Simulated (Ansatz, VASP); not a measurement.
# SiC (Moissanite 3C) in two plane-wave programs

One calculation is typed for both programs; each brings its own data sets and cutoff. How far apart do they land? The cell is taken from a series of VASP runs on this material, whose earlier steps may have relaxed, scaled or displaced it; both programs get it as it stands.

Program: Ansatz 0.2.0. Level of theory: plane waves, with VASP 6.6.1 beside it; relaxation of cell and atoms at PBEsol with D3(BJ). Results are calculated unless marked as measured.

## 1. The structure

Symmetry: F-43m, No. 216, cubic system. The conventional cell has a = 4.335 Å, b = 4.335 Å, c = 4.335 Å, α = 90.00°, β = 90.00°, γ = 90.00°. Nearest to Si lie 4 C at 1.88 Å. Nearest to C lie 4 Si at 1.88 Å. Farther neighbours are not listed.

## 2. Ansatz: relaxation of cell and atoms, PBEsol with D3(BJ)

Ansatz runs on its default PAW (the set named soft_2) files.

The relaxed volume is the usual yardstick between codes: its relative difference is about their pressure difference at one cell divided by the bulk modulus.

The input, input.yaml:

```yaml
crystal:
  lattice:
    - [0.0, 2.167300246, 2.167300246]
    - [2.167300246, 0.0, 2.167300246]
    - [2.167300246, 2.167300246, 0.0]
  atoms:
    - { symbol: Si, position: [0.0, 0.0, 0.0] }
    - { symbol: C, position: [0.75, 0.75, 0.75] }
hamiltonian:
  xc: pbesol
  pseudopotentials: { kind: paw }
  dispersion: d3bj
kpoints:
  mp_grid: { grid: [8, 8, 8] }
scf:
  occupations: { method: gaussian, width: 0.03 }
relax:
  f_tol: 0.01
  max_steps: 60
  cell: { stress_tol: 0.05 }
output:
  forces: true
  stress: true
```

Run with:

```sh
> ansatz run input.yaml --threads 4 --pin off --max-ram 9216MiB --backend cpu --events-out ev --progress --plain --runs-dir out
```

Numbers of over 12 decimals in the logs are rounded to 6 here.

What it wrote:

```text
Engine: ansatz 0.2.0, aarch64-unknown-linux-gnu
Pseudopotentials: kind: paw
Pseudopotential: Si, paw, valence charge 4, recommended cutoff 420 eV (normal), Si.paw.azcp
Pseudopotential: C, paw, valence charge 4, recommended cutoff 420 eV (normal), C.paw.azcp
Functional definition: PBEsol
  exchange = pbesol_x
  correlation = pbesol_c
Crystal: 2 atoms, lattice volume = 20.360 Å³
Basis set: ecut = 420 eV, 411 PW (Γ), exchange–correlation on 48×48×48 points (8 copies of the dense FFT grid, shifted against one another)
Bands: 8, of which v1, the nominal top of the filled ones, is band 4 counted from 1 (3 counted from 0)
Symmetry: 24 space group operations
Space group: F-43m (ITA 216), of the structure as read, at distance tolerance 2.7e-5 Å
k-points: 29 of 512 (time reversal used)
Non-local potential: Si, projectors of the file, l = 0: 2, l = 1: 2, l = 2: 2
Non-local potential: C, projectors of the file, l = 0: 2, l = 1: 2, l = 2: 1
PAW form: soft (Blöchl's): semilocal exchange-correlation on the pseudo side does not see the compensation charge
PAW frozen core: Si, regenerated for the run's functional, and the local potential with it (the file was generated under x = pbe(κ = 0.804, μ = 0.219515), c = pbe(β = 0.066725))
PAW frozen core: C, regenerated for the run's functional, and the local potential with it (the file was generated under x = pbe(κ = 0.804, μ = 0.219515), c = pbe(β = 0.066725))
PAW one-centre angular grid: Si, 110 points (default); XC on 64 Gauss nodes
PAW one-centre angular grid: C, 110 points (default); XC on 64 Gauss nodes
Initial density: superposition of atomic densities (neutral atoms: chi_scale 0, normalization atom), corrected by the library's trained network
Initial wavefunctions: pseudopotential atomic-orbital guess
Functional: x = pbesol(κ = 0.804, μ = 0.123457), c = pbesol(β = 0.046)
SCF iter   1: F=—  HF=-869.197668 eV  |F-HF|=—  |Δ(HF+E_count)|=         —  Δρ=8.02e-3  dr2=1.56e-2  ethr=1.77e-3  ⟨swp⟩=5.9  Hψ=1914  notcnv=0
preconditioner: auto → none  [insulator: Δε(μ)=1.126 eV  Ē_g=14.096 eV  σ=0.030 eV  W_gap=1.00  n_scr=0 (ndim 8)  ℏωp=23.3 eV  f_vac=0.000  D(μ)=0.00/eV (n_scr^D=0)  ε∞_Penn≈3.7]
SCF iter   2: F=—  HF=-869.193358 eV  |F-HF|=—  |Δ(HF+E_count)|=   4.31e-3  Δρ=2.28e-3  dr2=8.44e-4  ethr=1.95e-4  ⟨swp⟩=2.5  Hψ=625  notcnv=0
SCF iter   3: F=—  HF=-869.193126 eV  |F-HF|=—  |Δ(HF+E_count)|=   2.33e-4  Δρ=7.30e-4  dr2=6.64e-5  ethr=1.06e-5  ⟨swp⟩=2.7  Hψ=346  notcnv=0
SCF iter   4: F=—  HF=-869.193126 eV  |F-HF|=—  |Δ(HF+E_count)|=   5.28e-7  Δρ=9.97e-5  dr2=8.69e-7  ethr=8.30e-7  ⟨swp⟩=2.0  Hψ=345  notcnv=0
iter 5 did not close the SCF: its close was put off for the readings that it lacked (scf_convergence_deferred on its scf_iter line)
SCF iter   5: F=-869.193127 eV  HF=-869.193127 eV  |F-HF|=4.23e-9  |Δ(HF+E_count)|=   5.93e-7  Δρ=6.81e-6  dr2=8.30e-9  ethr=1.09e-8  ⟨swp⟩=2.1  Hψ=326  notcnv=0
SCF iter   6: F=-869.193127 eV  HF=-869.193127 eV  |F-HF|=5.34e-12  |Δ(HF+E_count)|=   1.56e-9  Δρ=1.70e-6  dr2=3.53e-10  ethr=1.04e-10  ⟨swp⟩=1.9  Hψ=715  notcnv=0
SCF 1 converged in 6 iterations: F = -869.193127 eV  dr2 = 3.53e-10
  greatest PAW one-centre occupation: 0.645 electrons in one spin orbital (limit 2), on the C atom at site 1 (counted from 0), in its partial waves of l = 0
relax step   1: F+E_penalty+E_count = -869.19312667 eV  Δ(F+E_penalty+E_count) = +0.000e0 eV  max|allowed force component| = 3.886e-16 eV/Å  Δτ_max = 0.0000 Å  P = -0.420 GPa  Ω = 20.360 Å³  (6 SCF iters, dr2 threshold 1.00e-7 eV, accepted)
[...]
relax step   2: F+E_penalty+E_count = -869.19320093 eV  Δ(F+E_penalty+E_count) = -7.426e-5 eV  max|allowed force component| = 1.503e-16 eV/Å  Δτ_max = 0.0000 Å  P = -0.199 GPa  Ω = 20.341 Å³  energy of the carried Pulay correction = +3.663e-5 eV  (3 SCF iters, dr2 threshold 2.00e-7 eV, accepted)
[...]
relax step   3: F+E_penalty+E_count = -869.19324482 eV  Δ(F+E_penalty+E_count) = -4.389e-5 eV  max|allowed force component| = 1.018e-16 eV/Å  Δτ_max = 0.0000 Å  P = +0.001 GPa  Ω = 20.323 Å³  energy of the carried Pulay correction = +6.971e-5 eV  (3 SCF iters, dr2 threshold 9.93e-8 eV, accepted)
[...]
relax step   4: F+E_penalty+E_count = -869.19320696 eV  Δ(F+E_penalty+E_count) = +3.786e-5 eV  max|allowed force component| = 1.018e-16 eV/Å  Δτ_max = 0.0000 Å  P = -0.003 GPa  Ω = 20.323 Å³  stress off target by 3.01e-3 GPa  SCF on the basis re-selected at this cell (its energy is not comparable with the rows above)  (4 SCF iters)
basis re-selected at this cell: Δ(F+E_penalty+E_count) = +3.786e-5 eV, ΔP = -0.004 GPa vs the last step (what re-selecting the basis moved, of the pressure what is left beyond the Pulay correction that the steps carried, after the strain that the cell walked since its last selection, with what the two solves' SCF thresholds leave and, on support functions, any second-order correction that the steps lacked; it is no m [...]
SCF converged after 4 iterations
Free energy (F): -869.193207 eV
Harris-Foulkes:  -869.193207 eV  (|F-HF|=3.30e-12)
Internal energy: -869.193207 eV  (E = F + TS)
E sigma→0 (E₀):  -869.193207 eV
Fermi energy:    10.260323 eV
--- Per-component energies (eV) ---
  E_band       = 29.524322
  E_kinetic    = 136.247406
  E_local      = -102.722667  (includes V_loc(G=0)·N_el)
  E_nonlocal   = 52.218742
  E_hartree    = 31.369923
  E_xc         = -104.941250
  E_vxc        = -109.559411  (∫ρ·V_xc dr)
  E_paw        = -594.430222  (= ΣΔE_a)
  E_vpaw       = -9.399628  (= ΣTr[D̂ρ^β])
  E_aug_tail   = 0.000015  (compensation charges beyond the density's cutoff)
  E_ewald      = -286.495253
  E_disp       = -0.492562  (pairwise vdW)
  E_core_change = 0.052661  (= ΣΔE_core)
  E_smearing   = -0.000000  (= −TS)
  E_closure    = -0.000000  (closes the sum)
  Σ components = -869.193207   (vs F -869.193207, Δ=0.00e0)
--- Forces (eV/Å), atoms counted from 1 ---
  atom   1  Si    -0.00000000     0.00000000     0.00000000
  atom   2  C      0.00000000    -0.00000000     0.00000000
  max |Σ_I F_I| component: 9.25e-17 eV/Å
--- Stress (GPa, compression-positive) ---
       -0.003006      -0.000000      -0.000000
       -0.000000      -0.003006       0.000000
       -0.000000      -0.000000      -0.003006
  P = ⅓ Tr σ = -0.0030 GPa (-0.030 kbar)
--- Relaxed structure (3 steps of the walk, 3 accepted, 1 SCFs on fresh bases) ---
  F+E_penalty+E_count = -869.19320696 eV   max|allowed force component| = 1.018e-16 eV/Å   (the final SCF, on the basis selected at the relaxed cell)
  cell:  # Å, volume = 20.3233 Å³
    - [0, 2.165983, 2.165983]
    - [2.165983, 0, 2.165983]
    - [2.165983, 2.165983, 0]
  atoms:
    - { symbol: Si, position: [0, 0, 0] }
    - { symbol: C, position: [0.75, 0.75, 0.75] }
```

The job ended after 1 s (4 threads of Arm Neoverse V1, shared host; peak memory 0.28 GiB).

## 3. VASP: relaxation of cell and atoms, PBEsol with D3(BJ)

The same cell, functional, mesh and smearing now go to VASP, with its own data sets and cutoff.

Lines of VASP's logs that name or quote its potential files are left out, and so is its time.

The input, INCAR:

```
SYSTEM = SiC
PREC = Accurate
ENCUT = 520
EDIFF = 1E-06
NELM = 100
ISMEAR = 0
SIGMA = 0.03
LREAL = .FALSE.
ALGO = Normal
GGA = PS
IVDW = 12
NBANDS = 10
LORBIT = 11
LWAVE = .FALSE.
LCHARG = .FALSE.
KPAR = 8
IBRION = 2
NSW = 50
ISIF = 3
EDIFFG = -0.006
```

The input, POSCAR:

```
SiC
1.0
    0.0000000000      2.1673002460      2.1673002460
    2.1673002460      0.0000000000      2.1673002460
    2.1673002460      2.1673002460      0.0000000000
Si C
1 1
Direct
    0.0000000000      0.0000000000      0.0000000000
    0.7500000000      0.7500000000      0.7500000000
```

The input, KPOINTS:

```
Automatic mesh
0
Gamma
8 8 8
0 0 0
```

PAW data sets: Si and C (PBE family, release 64).

Run with:

```sh
> mpirun -np 8 vasp_std
```

What it wrote:

```text
[banner, memory and clock lines left out]
running    8 mpi-ranks, on    1 nodes
 distrk:  each k-point on    1 cores,    8 groups
 distr:  one band on    1 cores,    1 groups

 POSCAR found type information on POSCAR SiC
 POSCAR found :  2 types and       2 ions
|                                                                             |
|           W    W    AA    RRRRR   N    N  II  N    N   GGGG   !!!           |
|           W    W   A  A   R    R  NN   N  II  NN   N  G    G  !!!           |
|           W    W  A    A  R    R  N N  N  II  N N  N  G       !!!           |
|           W WW W  AAAAAA  RRRRR   N  N N  II  N  N N  G  GGG   !            |
|           WW  WW  A    A  R   R   N   NN  II  N   NN  G    G                |
|           W    W  A    A  R    R  N    N  II  N    N   GGGG   !!!           |
|                                                                             |
|     For optimal performance we recommend to set                             |
|       NCORE = 2 up to number-of-cores-per-socket                            |
|     NCORE specifies how many cores store one orbital (NPAR=cpu/NCORE).      |
|     This setting can greatly improve the performance of VASP for DFT.       |
|     The default, NCORE=1 might be grossly inefficient on modern             |
|     multi-core architectures or massively parallel machines. Do your        |
|     Unfortunately you need to use the default for GW and RPA                |
|     calculations (for HF NCORE is supported but not extensively tested      |
|     yet).                                                                   |
|                                                                             |

|                                                                             |
|               ----> ADVICE to this user running VASP <----                  |
|                                                                             |
|     You enforced a specific xc type in the INCAR file but a different       |
|     [... a line on the potential file left out ...]
|     I HOPE YOU KNOW WHAT YOU ARE DOING!                                     |
|                                                                             |

 LDA part: xc-table for (Slater+PW92), standard interpolation
 POSCAR, INCAR and KPOINTS ok, starting setup
 FFT: planning ... GRIDC
 FFT: planning ... GRID_SOFT
 FFT: planning ... GRID
 WAVECAR not read
 entering main loop
       N       E                     dE             d eps       ncg     rms          rms(c)
DAV:   1     0.196496086406E+01    0.19650E+01   -0.40626E+03   612   0.683E+02
DAV:   2    -0.171783847463E+02   -0.19143E+02   -0.18147E+02   780   0.112E+02
DAV:   3    -0.177515553787E+02   -0.57317E+00   -0.57245E+00   684   0.163E+01
DAV:   4    -0.177538800366E+02   -0.23247E-02   -0.23246E-02   656   0.132E+00
DAV:   5    -0.177538917338E+02   -0.11697E-04   -0.11697E-04   676   0.848E-02    0.891E+00
DAV:   6    -0.159952374986E+02    0.17587E+01   -0.63034E+00   606   0.121E+01    0.401E+00
DAV:   7    -0.159241813217E+02    0.71056E-01   -0.38391E-01   696   0.377E+00    0.179E+00
DAV:   8    -0.159097409835E+02    0.14440E-01   -0.21748E-02   602   0.101E+00    0.159E-01
DAV:   9    -0.159095701000E+02    0.17088E-03   -0.15163E-03   728   0.222E-01    0.110E-01
DAV:  10    -0.159096126111E+02   -0.42511E-04   -0.10569E-04   626   0.709E-02    0.233E-02
DAV:  11    -0.159096128205E+02   -0.20934E-06   -0.10293E-05   668   0.193E-02    0.496E-03
DAV:  12    -0.159096130555E+02   -0.23503E-06   -0.47711E-07   310   0.475E-03
   1 F= -.16401137E+02 E0= -.16401137E+02  d E =-.164011E+02
 curvature:   0.00 expect dE= 0.000E+00 dE for cont linesearch  0.000E+00
 trial: gam= 0.00000 g(F)=  0.905E-47 g(S)=  0.312E-05 ort = 0.000E+00 (trialstep = 0.100E+01)
 search vector abs. value=  0.312E-05
 reached required accuracy - stopping structural energy minimisation
```

Parts of OUTCAR (step 3):

```text
ion  position               nearest neighbor table
   1  0.000  0.000  0.000-   2 1.88   2 1.88   2 1.88   2 1.88
   2  0.750  0.750  0.750-   1 1.88   1 1.88   1 1.88   1 1.88

  LATTYP: Found a face centered cubic cell.
 ALAT       =     4.3346004920

 Subroutine GETGRP returns: Found 24 space group operations
 (whereof 24 operations were pure point group operations)

The static configuration has the point symmetry T_d .

 Found     29 irreducible k-points:

   k-points           NKPTS =     29   k-points in BZ     NKDIM =     29   number of bands    NBANDS=     10

   dimension x,y,z NGX =    24 NGY =   24 NGZ =   24
   dimension x,y,z NGXF=    48 NGYF=   48 NGZF=   48

   ENCUT  =  520.0 eV  38.22 Ry    6.18 a.u.   5.70  5.70  5.70*2*pi/ulx,y,z

   NELECT =       8.0000    total number of electrons

 k-points in reciprocal lattice and weights: Automatic mesh
   0.00000000  0.00000000  0.00000000       0.002
   0.12500000  0.00000000  0.00000000       0.016
   0.25000000  0.00000000  0.00000000       0.016
   0.37500000  0.00000000  0.00000000       0.016
   0.50000000  0.00000000  0.00000000       0.008
   0.12500000  0.12500000  0.00000000       0.012
   0.25000000  0.12500000  0.00000000       0.047
   0.37500000  0.12500000  0.00000000       0.047
   0.50000000  0.12500000  0.00000000       0.047
[...]
-0.37500000  0.50000000  0.12500000       0.023
  -0.25000000  0.50000000  0.25000000       0.012

 average (electrostatic) potential at core
       1 -79.8921       2 -44.7241

 E-fermi :   8.3754

 k-point     1 :       0.0000    0.0000    0.0000
  band No.  band energies     occupation
      1      -7.3124      2.00000
      2       8.2400      2.00000
      3       8.2400      2.00000
      4       8.2400      2.00000
      5      14.6150      0.00000
      6      15.5936      0.00000
      7      15.5936      0.00000
      8      15.5936      0.00000
      9      22.7904      0.00000
    ...

 k-point     2 :       0.1250    0.0000    0.0000
  band No.  band energies     occupation
      1      -7.0025      2.00000
      2       6.7421      2.00000
      3       8.0369      2.00000
      4       8.0369      2.00000
      5      14.8048      0.00000
      6      15.9493      0.00000
      7      15.9493      0.00000
      8      16.1607      0.00000
      9      21.5202      0.00000
    ...

 k-point     3 :       0.2500    0.0000    0.0000
  band No.  band energies     occupation
      1      -6.0950      2.00000
      2       3.8958      2.00000
      3       7.6285      2.00000
      4       7.6285      2.00000
      5      14.3066      0.00000
      6      16.1774      0.00000
      7      16.1774      0.00000
      8      17.6583      0.00000
      9      21.3573      0.00000
    ...

 Edisp (eV)   -0.49152

  Total      -0.00657    -0.00657    -0.00657    -0.00000     0.00000     0.00000
  in kB      -0.51661    -0.51661    -0.51661    -0.00000     0.00000     0.00000
  external pressure =       -0.52 kB  Pullay stress =        0.00 kB

  energy-cutoff  :      520.00
  volume of cell :       20.36
      direct lattice vectors                 reciprocal lattice vectors
     0.000000000  2.167300246  2.167300246    -0.230701769  0.230701769  0.230701769
     2.167300246  0.000000000  2.167300246     0.230701769 -0.230701769  0.230701769
     2.167300246  2.167300246  0.000000000     0.230701769  0.230701769 -0.230701769

 POSITION                                       TOTAL-FORCE (eV/Angst)
 -----------------------------------------------------------------------------------
      0.00000      0.00000      0.00000         0.000000      0.000000      0.000000
      3.25095      3.25095      3.25095        -0.000000     -0.000000     -0.000000
 -----------------------------------------------------------------------------------
    total drift:                               -0.000000     -0.000000     -0.000000

  FREE ENERGIE OF THE ION-ELECTRON SYSTEM (eV)
  ---------------------------------------------------
  free  energy   TOTEN  =       -16.4011367481 eV

  energy  without entropy=      -16.4011367481  energy(sigma->0) =      -16.40113675

 reached required accuracy - stopping structural energy minimisation

 total charge
# of ion       s       p       d       tot
------------------------------------------
    1        0.710   0.986   0.000   1.696
    2        0.834   1.715   0.000   2.549
--------------------------------------------------
tot          1.544   2.701   0.000   4.245

[... 3 further parts left out ...]
```

## 4. Differences

Known differences besides the potentials themselves: both relaxations stop at a tolerance, which leaves soft axes loose, and VASP keeps its plane-wave basis; the cutoff is 420 eV in Ansatz and 520 eV in VASP; Ansatz makes its cores anew for this functional, VASP keeps those of its PBE data sets; VASP leaves aspherical gradient terms in its spheres out (LASPH is not set), Ansatz keeps them; Ansatz adds a Pulay correction to the stress that steers its cell, VASP none. Total energies have different zeros and are not compared.

Both answers:

| quantity | Ansatz | VASP | difference |
| --- | --- | --- | --- |
| volume (Å³) | 20.32 | 20.36 | -0.18 % |
| edge a after relaxation, in the typed setting (Å) | 3.063 | 3.065 | -0.06 % |

The walks stopped with 0.00 GPa left in Ansatz and -0.05 GPa in VASP; each walk ends within a tolerance, so the volume difference is uncertain by about these residues over the bulk modulus, most in soft cells.

## 5. What came out

| Quantity | Value |
| --- | --- |
| difference in volume (relaxation of cell and atoms, PBEsol with D3(BJ)) | -0.18 % |

The difference in volume is -0.18 % (relaxation of cell and atoms, PBEsol with D3(BJ)), within the 1.2 % picked in this series as the mark of a large difference, as far as the stopping tolerances let one tell. 1 further run of this series is not shown here. Such differences can come from data sets, numerical settings and the points named under the comparisons, not from the functional's error against experiment.

[Lines on the potential files, build, host, timing and source positions are cut from VASP's logs without a mark.]

[Logs are printed without paths, hosts, clocks, repeated set-up lines and the standing remarks that a program may print on its own settings, such as how far it seeks lower states.]

[Hosts, paths, dates, database ids (printed as entryN), source tags and the programs' standing remarks are cut or masked in the printed files.]
